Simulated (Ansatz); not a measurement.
# SiC (Moissanite) (P6_3mc) in Ansatz: notebook

One crystal, SiC (Moissanite), is run at these levels: PBEsol+D4, revPBE+D3(BJ); tasks: relaxation of cell and atoms.

Everything below comes from runs of Ansatz 0.2.0. Logs are shortened: lines on timing, memory, paths and dates and some standing lists are left out, and cuts for length are marked.

### 1 The structure

It takes space group P6_3mc (No. 186, hexagonal). The conventional cell has a = 3.076 Å, b = 3.076 Å, c = 5.048 Å, α = 90.00°, β = 90.00°, γ = 120.00°. Si (site symmetry 3m) is surrounded by 4 C at 1.87 to 1.94 Å. C (site symmetry 3m) has 4 Si at 1.87 to 1.94 Å as nearest neighbours.

### 2 Relaxation of cell and atoms, PBEsol+D4

Input file input.yaml:

```yaml
crystal:
  lattice:
    - [3.076, 0.0, 0.0]
    - [-1.538, 2.663894142, 0.0]
    - [0.0, 0.0, 5.048]
  atoms:
    - { symbol: Si, position: [0.6666666667, 0.3333333333, 0.5] }
    - { symbol: Si, position: [0.3333333333, 0.6666666667, 0.0] }
    - { symbol: C, position: [0.6666666667, 0.3333333333, 0.885] }
    - { symbol: C, position: [0.3333333333, 0.6666666667, 0.385] }
hamiltonian:
  xc: pbesol
  pseudopotentials: { kind: paw }
  dispersion: d4
kpoints:
  mp_grid: { grid: [10, 10, 5] }
scf:
  occupations: { method: fermi_dirac, width: 0.05 }
output:
  forces: true
  stress: true
relax:
  f_tol: 0.01
  max_steps: 40
  cell: { stress_tol: 0.05 }
```

Potentials or basis: Ansatz PAW.

On the command line:

```bash
$ ansatz run input.yaml --threads 2 --pin off --max-ram 5120MiB --backend cpu --events-out ev --progress --plain --runs-dir out
```

Output:

```text
Warning: RAYON_NUM_THREADS=2 ignored (pool sized by the plan → 2); use --threads N
Engine: ansatz 0.2.0, x86_64-unknown-linux-gnu
Pseudopotentials: kind: paw
Pseudopotential: Si, paw, valence charge 4, recommended cutoff 420 eV (normal), Si.paw.azcp
Pseudopotential: C, paw, valence charge 4, recommended cutoff 420 eV (normal), C.paw.azcp
Functional definition: PBEsol
  exchange = pbesol_x
  correlation = pbesol_c
Crystal: 4 atoms, lattice volume = 41.364 Å³
Basis set: ecut = 420 eV, 785 PW (Γ), exchange–correlation on 48×48×72 points (8 copies of the dense FFT grid, shifted against one another)
Bands: 12, of which v1, the nominal top of the filled ones, is band 8 counted from 1 (7 counted from 0)
Symmetry: 12 space group operations
Space group: P63mc (ITA 186), of the structure as read, at distance tolerance 3.5e-5 Å
k-points: 42 of 500 (time reversal used)
Non-local potential: Si, projectors of the file, l = 0: 2, l = 1: 2, l = 2: 2
Non-local potential: C, projectors of the file, l = 0: 2, l = 1: 2, l = 2: 1
PAW form: soft (Blöchl's): semilocal exchange-correlation on the pseudo side does not see the compensation charge
PAW frozen core: Si, regenerated for the run's functional, and the local potential with it (the file was generated under x = pbe(κ = 0.804, μ = 0.2195149727645171), c = pbe(β = 0.06672455060314922))
PAW frozen core: C, regenerated for the run's functional, and the local potential with it (the file was generated under x = pbe(κ = 0.804, μ = 0.2195149727645171), c = pbe(β = 0.06672455060314922))
PAW one-centre angular grid: Si, 110 points (default); XC on 64 Gauss nodes
PAW one-centre angular grid: C, 110 points (default); XC on 64 Gauss nodes
Initial density: superposition of atomic densities (neutral atoms: chi_scale 0, normalization atom), corrected by the library's trained network
Initial wavefunctions: pseudopotential atomic-orbital guess
Functional: x = pbesol(κ = 0.804, μ = 0.12345679012345678), c = pbesol(β = 0.046)
SCF iter   1: F=—  HF=-1738.124591 eV  |F-HF|=—  |Δ(HF+E_count)|=         —  Δρ=8.39e-3  dr2=3.56e-2  ethr=1.77e-3  ⟨swp⟩=5.2  Hψ=3291  notcnv=0
preconditioner: auto → none  [insulator: Δε(μ)=2.213 eV  Ē_g=11.798 eV  σ=0.050 eV  W_gap=1.00  n_scr=2 (ndim 8)  ℏωp=23.1 eV  f_vac=0.000  D(μ)=0.00/eV (n_scr^D=0)  ε∞_Penn≈4.8]
SCF iter   2: F=—  HF=-1738.114740 eV  |F-HF|=—  |Δ(HF+E_count)|=   9.85e-3  Δρ=2.38e-3  dr2=1.88e-3  ethr=2.22e-4  ⟨swp⟩=2.6  Hψ=1289  notcnv=0
SCF iter   3: F=—  HF=-1738.114224 eV  |F-HF|=—  |Δ(HF+E_count)|=   5.16e-4  Δρ=7.58e-4  dr2=1.72e-4  ethr=1.18e-5  ⟨swp⟩=2.0  Hψ=773  notcnv=0
SCF iter   4: F=—  HF=-1738.114217 eV  |F-HF|=—  |Δ(HF+E_count)|=   6.96e-6  Δρ=1.09e-4  dr2=2.47e-6  ethr=1.07e-6  ⟨swp⟩=2.0  Hψ=838  notcnv=0
SCF iter   5: F=—  HF=-1738.114227 eV  |F-HF|=—  |Δ(HF+E_count)|=   1.02e-5  Δρ=9.44e-6  dr2=3.12e-8  ethr=1.55e-8  ⟨swp⟩=2.0  Hψ=841  notcnv=0
SCF iter   6: F=-1738.114227 eV  HF=-1738.114227 eV  |F-HF|=3.38e-10  |Δ(HF+E_count)|=   6.60e-9  Δρ=2.70e-6  dr2=1.80e-9  ethr=1.95e-10  ⟨swp⟩=2.3  Hψ=1794  notcnv=0
SCF 1 converged in 6 iterations: F = -1738.114227 eV  dr2 = 1.80e-9
relax step   1: F+E_penalty+E_count = -1738.11422678 eV  Δ(F+E_penalty+E_count) = +0.000e0 eV  max|allowed force component| = 7.392e-1 eV/Å  Δτ_max = 0.0000 Å  P = -2.161 GPa  Ω = 41.364 Å³  (6 SCF iters, dr2 threshold 1.00e-7 eV, accepted)
Crystal: 4 atoms, lattice volume = 41.128 Å³
Initial density: handed on by an earlier stage of this run
[... 43 lines left out ...]
preconditioner: auto → none  [insulator: Δε(μ)=2.265 eV  Ē_g=11.923 eV  σ=0.050 eV  W_gap=1.00  n_scr=2 (ndim 8)  ℏωp=23.2 eV  f_vac=0.000  D(μ)=0.00/eV (n_scr^D=0)  ε∞_Penn≈4.8]
SCF iter   2: F=—  HF=-1738.153230 eV  |F-HF|=—  |Δ(HF+E_count)|=   2.54e-5  Δρ=2.36e-5  dr2=3.10e-8  ethr=9.00e-10  ⟨swp⟩=2.1  Hψ=843  notcnv=0
SCF iter   3: F=—  HF=-1738.153230 eV  |F-HF|=—  |Δ(HF+E_count)|=   5.00e-8  Δρ=5.26e-6  dr2=4.06e-9  ethr=1.94e-10  ⟨swp⟩=2.0  Hψ=838  notcnv=0
SCF iter   4: F=—  HF=-1738.153230 eV  |F-HF|=—  |Δ(HF+E_count)|=   1.03e-9  Δρ=5.30e-7  dr2=5.25e-11  ethr=2.53e-11  ⟨swp⟩=2.0  Hψ=820  notcnv=0
SCF iter   5: F=-1738.153230 eV  HF=-1738.153230 eV  |F-HF|=2.96e-12  |Δ(HF+E_count)|=  7.50e-12  Δρ=2.45e-7  dr2=8.05e-12  ethr=1.00e-12  ⟨swp⟩=4.0  Hψ=1656  notcnv=0
SCF 6 converged in 5 iterations: F = -1738.153230 eV  dr2 = 8.05e-12
relax step   6: F+E_penalty+E_count = -1738.15323028 eV  Δ(F+E_penalty+E_count) = +8.006e-4 eV  max|allowed force component| = 5.659e-5 eV/Å  Δτ_max = 0.0000 Å  P = -0.036 GPa  Ω = 40.914 Å³  stress off target by 3.82e-2 GPa  SCF on the basis re-selected at this cell (its energy is not comparable with the rows above)  (5 SCF iters)
basis re-selected at this cell: Δ(F+E_penalty+E_count) = +8.006e-4 eV, ΔP = -0.033 GPa vs the last step (what re-selecting the basis moved, of the pressure what is left beyond the Pulay correction that the steps carried, after the strain that the cell walked since its last selection, with what the two solves' SCF thresholds leave and, on support functions, any second-order correction that the steps lacked; it is no measure of the basis error at this ecutwfc). This SCF's stress stands 3.82e-2 GPa from its target on what of the cell is left free (relax.cell.stress_tol is 5.00e-2 GPa) and its largest allowed force component is 5.66e-5 eV/Å (relax.f_tol is 1.00e-2 eV/Å): within both
SCF converged after 5 iterations
Free energy (F): -1738.153230 eV
Harris-Foulkes:  -1738.153230 eV  (|F-HF|=2.96e-12)
Internal energy: -1738.153230 eV  (E = F + TS)
E sigma→0 (E₀):  -1738.153230 eV
Fermi energy:    10.827578 eV
--- Per-component energies (eV) ---
  E_band       = 58.038494
  E_kinetic    = 271.894073
  E_local      = -207.989717  (includes V_loc(G=0)·N_el)
  E_nonlocal   = 104.225321
  E_hartree    = 63.768008
  E_xc         = -209.721661
  E_vxc        = -218.915299  (∫ρ·V_xc dr)
  E_paw        = -1188.772786  (= ΣΔE_a)
  E_vpaw       = -18.711935  (= ΣTr[D̂ρ^β])
  E_aug_tail   = 0.000028  (compensation charges beyond the density's cutoff)
  E_ewald      = -570.909523
  E_disp       = -0.752297  (pairwise vdW)
  E_core_change = 0.105322  (= ΣΔE_core)
  E_smearing   = -0.000000  (= −TS)
  E_closure    = 0.000000  (closes the sum)
  Σ components = -1738.153230   (vs F -1738.153230, Δ=0.00e0)
--- Forces (eV/Å), atoms counted from 1 ---
  atom   1  Si     0.00000000    -0.00000000    -0.00005595
  atom   2  Si    -0.00000000     0.00000000    -0.00005595
  atom   3  C      0.00000000    -0.00000000     0.00005722
  atom   4  C      0.00000000     0.00000000     0.00005722
  max |Σ_I F_I| component: 2.52e-6 eV/Å
--- Stress (GPa, compression-positive) ---
       -0.034861       0.000000      -0.000000
       -0.000000      -0.034861      -0.000000
       -0.000000      -0.000000      -0.038170
  P = ⅓ Tr σ = -0.0360 GPa (-0.360 kbar)
--- Relaxed structure (5 steps of the walk, 5 accepted, 1 SCFs on fresh bases) ---
  F+E_penalty+E_count = -1738.15323028 eV   max|allowed force component| = 5.659e-5 eV/Å   (the final SCF, on the basis selected at the relaxed cell)
  cell:  # Å, volume = 40.9145 Å³
    - [3.0649393363284347, 0.0, -1.7129812266779547e-34]
    - [-1.5324696681642174, 2.654315326318642, 4.070708673441678e-34]
    - [-2.811160348614028e-34, 6.090847421997061e-34, 5.029241762931137]
  atoms:
    - { symbol: Si, position: [0.6666666666666666, 0.3333333333333333, 0.5045903659047978] }
    - { symbol: Si, position: [0.3333333333333333, 0.6666666666666666, 0.004590365904797875] }
    - { symbol: C, position: [0.6666666666666666, 0.3333333333333333, 0.8804096340952021] }
    - { symbol: C, position: [0.3333333333333333, 0.6666666666666666, 0.3804096340952022] }
```

It took 32 s on 2 threads of Intel Xeon at 2.50GHz (Skylake/Cascade Lake), shared host; peak memory 0.36 GiB.

What came out:

```yaml
Free_energy: -1738.1532 eV
Relaxed_volume: 10.23 Å³/atom
Relaxed_cell: a = 3.065 Å, b = 3.065 Å, c = 5.029 Å, α = 90.00°, β = 90.00°, γ = 120.00°
Space_group_after_relaxing_to_0.05_Å: P6_3mc (No. 186)
Energy_gained_by_relaxing: 9.8 meV/atom
Ionic_steps: 6
Pressure_after_relaxing: 0.0 GPa
Band_gap_on_the_k_mesh: 2.27 eV
```

The path:
| step | energy change (eV) | largest force (eV/Å) | volume (Å³) |
| --- | --- | --- | --- |
| 1 | 0.0000 | 0.7392 | 41.36 |
| 2 | -0.0239 | 0.4459 | 41.13 |
| 3 | -0.0267 | 0.3290 | 40.75 |
| 4 | -0.0398 | 0.0007 | 40.92 |
| 5 | -0.0398 | 0.0000 | 40.91 |
| 6 | -0.0390 | 0.0001 | 40.91 |

Final structure:
```
CELL_PARAMETERS angstrom
3.06494 0.00000 0.00000
-1.53247 2.65432 0.00000
0.00000 0.00000 5.02924
ATOMIC_POSITIONS crystal
Si 0.66667 0.33333 0.50459
Si 0.33333 0.66667 0.00459
C 0.66667 0.33333 0.88041
C 0.33333 0.66667 0.38041
```

Caveat: odd divisions of the mesh miss points on the zone boundary, where band edges often lie, so the gap on the mesh can be too wide; the plane-wave basis is chosen anew once the cell has moved, so the energies of steps on either side of that aren't comparable; the PAW data sets come from PBE, with cores solved anew for the run's functional, which leaves a small shift of forces and pressure. As with any semilocal functional, this PBEsol gap is likely too small.

### 3 Relaxation of cell and atoms, revPBE+D3(BJ)

Changes to input.yaml since step 2:

```diff
@@ -11,5 +11,5 @@
 hamiltonian:
-  xc: pbesol
+  xc: revpbe
   pseudopotentials: { kind: paw }
-  dispersion: d4
+  dispersion: d3bj
 kpoints:
@@ -21,2 +21,6 @@
   stress: true
+  write_density: true
+  write_potential: true
+  elf: true
+  volumetric_format: npy
 relax:
```

Potentials or basis: Ansatz PAW.

On the command line:

```bash
$ ansatz run input.yaml --threads 2 --pin off --max-ram 5120MiB --backend cpu --events-out ev --progress --plain --runs-dir out
```

Output:

```text
Warning: RAYON_NUM_THREADS=2 ignored (pool sized by the plan → 2); use --threads N
[... 4 set-up lines as earlier in the session ...]
Functional definition: revPBE
  parameter kappa = 1.245
  parameter beta = 0.06672455060314922
  exchange = pbe_x(kappa = kappa, mu = beta*pi^2/3)
  correlation = pbe_c(beta = beta)
Crystal: 4 atoms, lattice volume = 41.364 Å³
Basis set: ecut = 420 eV, 785 PW (Γ), exchange–correlation on 48×48×72 points (8 copies of the dense FFT grid, shifted against one another)
Bands: 12, of which v1, the nominal top of the filled ones, is band 8 counted from 1 (7 counted from 0)
[... 2 set-up lines as earlier in the session ...]
k-points: 42 of 500 (time reversal used)
[... 8 set-up lines as earlier in the session ...]
[... 101 lines left out ...]
  E_ewald      = -571.921040
  E_disp       = -2.434035  (pairwise vdW)
  E_core_change = -0.061266  (= ΣΔE_core)
  E_smearing   = -0.000000  (= −TS)
  E_closure    = 0.000000  (closes the sum)
  Σ components = -1782.921102   (vs F -1782.921102, Δ=0.00e0)
--- Forces (eV/Å), atoms counted from 1 ---
  atom   1  Si     0.00000000    -0.00000000     0.00006770
  atom   2  Si    -0.00000000     0.00000000     0.00006770
  atom   3  C     -0.00000000    -0.00000000    -0.00006705
  atom   4  C      0.00000000     0.00000000    -0.00006705
  max |Σ_I F_I| component: 1.28e-6 eV/Å
--- Stress (GPa, compression-positive) ---
        0.000699       0.000000      -0.000000
        0.000000       0.000699       0.000000
       -0.000000       0.000000      -0.000276
  P = ⅓ Tr σ = 0.0004 GPa (0.004 kbar)
--- Band table (eV; the first three rows and the last of 42) ---
  k-point 0: bands = ["-5.8060", "-2.1897", "1.1277", "8.5944", "8.5944", "9.8059", "9.9204", "9.9204", "14.8816", "16.2956", "16.7140", "16.7140"]
  k-point 1: bands = ["-5.6083", "-2.9299", "2.1876", "8.7040", "8.7040", "8.7793", "9.7739", "9.7739", "15.0637", "16.7776", "16.7776", "17.0331"]
  k-point 2: bands = ["-5.0240", "-4.0886", "4.2735", "6.6230", "9.0059", "9.0059", "9.4125", "9.4125", "15.5960", "16.4197", "17.0941", "17.0941"]
  k-point 41: bands = ["-1.2889", "-0.9444", "2.1170", "2.4321", "4.0515", "4.8540", "7.7031", "8.1358", "14.7890", "15.1133", "15.8661", "16.9984"]
--- Relaxed structure (6 steps of the walk, 6 accepted, 2 SCFs on fresh bases) ---
  F+E_penalty+E_count = -1782.92110199 eV   max|allowed force component| = 6.738e-5 eV/Å   (the final SCF, on the basis selected at the relaxed cell)
  cell:  # Å, volume = 40.6982 Å³
    - [3.059386417771758, 0.0, 5.709937422259849e-35]
    - [-1.529693208885879, 2.649506357783414, -5.327444141978156e-35]
    - [9.370534495380093e-35, -4.6852672476900466e-35, 5.0208398821644495]
  atoms:
    - { symbol: Si, position: [0.6666666666666665, 0.33333333333333326, 0.504638638346161] }
    - { symbol: Si, position: [0.33333333333333326, 0.6666666666666665, 0.0046386383461610396] }
    - { symbol: C, position: [0.6666666666666665, 0.33333333333333326, 0.880361361653839] }
    - { symbol: C, position: [0.33333333333333326, 0.6666666666666665, 0.380361361653839] }
```

rho_z.tsv:

```text
# z_ang	rho[e/angstrom^3]
# format = ansatz-planar-average/11
# lattice	3.059386418	0.000000000	0.000000000
# lattice	-1.529693209	2.649506358	-0.000000000
# lattice	0.000000000	-0.000000000	5.020839882
# sites	4
# site	14	1.529693209	0.883168786	2.533709801
# site	14	-0.000000000	1.766337572	0.023289860
# site	6	1.529693209	0.883168786	4.420153435
# site	6	0.000000000	1.766337572	1.909733494
0.000000	4.371753e-1
0.139468	3.521831e-1
0.278936	2.862150e-1
0.418403	2.439594e-1
0.557871	2.222778e-1
0.697339	2.147686e-1
[... 28 lines left out ...]
4.741904	6.007207e-1
4.881372	5.270154e-1
```

v_z.tsv:

```text
# z_ang	v_es[eV]	v_tot[eV]
# format = ansatz-planar-average/11
# xc	revpbe
# density_cutoff_ev	1680
# datasets	Si=:simpson_from_first_knot:soft:shift=540500	C=:simpson_from_first_knot:soft:shift=185565
# lattice	3.059386418	0.000000000	0.000000000
# lattice	-1.529693209	2.649506358	-0.000000000
# lattice	0.000000000	-0.000000000	5.020839882
# sites	4
# site	14	1.529693209	0.883168786	2.533709801
# site	14	-0.000000000	1.766337572	0.023289860
# site	6	1.529693209	0.883168786	4.420153435
# site	6	0.000000000	1.766337572	1.909733494
0.000000	-4.500231e0	-1.775301e1
0.139468	-3.235705e0	-1.574546e1
0.278936	-1.478254e0	-1.304841e1
0.418403	9.231184e-1	-9.592588e0
0.557871	3.756749e0	-5.876804e0
0.697339	6.604568e0	-2.599354e0
[... 28 lines left out ...]
4.741904	-5.969009e0	-1.977660e1
4.881372	-5.507394e0	-1.919750e1
```

It took 37 s on 2 threads of Intel Xeon at 2.50GHz (Skylake/Cascade Lake), shared host; peak memory 0.37 GiB.

What came out:

```
Free energy                            : -1782.9211 eV
Relaxed volume                         : 10.17 Å³/atom
Relaxed cell                           : a = 3.059 Å, b = 3.059 Å, c = 5.021 Å, α = 90.00°, β = 90.00°, γ = 120.00°
Space group after relaxing (to 0.05 Å) : P6_3mc (No. 186)
Energy gained by relaxing              : 11.1 meV/atom
Ionic steps                            : 8
Pressure after relaxing                : 0.0 GPa
Band gap on the k mesh                 : 2.43 eV, indirect (least direct gap 4.04 eV)
```

Step by step:
```csv
step,energy change (eV),largest force (eV/Å),volume (Å³)
1,0.0000,0.7631,41.36
2,-0.0284,0.4560,41.02
3,-0.0375,0.2459,40.53
4,-0.0453,0.0006,40.71
5,-0.0453,0.0002,40.71
6,-0.0443,0.0003,40.71
7,-0.0444,0.0001,40.70
8,-0.0443,0.0001,40.70
```

Final structure:
```
Si C
1.0
     3.05939    0.00000    0.00000
    -1.52969    2.64951    0.00000
     0.00000    0.00000    5.02084
Si C
2 2
Direct
  0.66667 0.33333 0.50464
  0.33333 0.66667 0.00464
  0.66667 0.33333 0.88036
  0.33333 0.66667 0.38036
```

Caveat: odd divisions of the mesh miss points on the zone boundary, where band edges often lie, so the gap on the mesh can be too wide; the plane-wave basis is chosen anew once the cell has moved, so the energies of steps on either side of that aren't comparable; the PAW data sets come from PBE, with cores solved anew for the run's functional, which leaves a small shift of forces and pressure. A k mesh can miss the band edges.
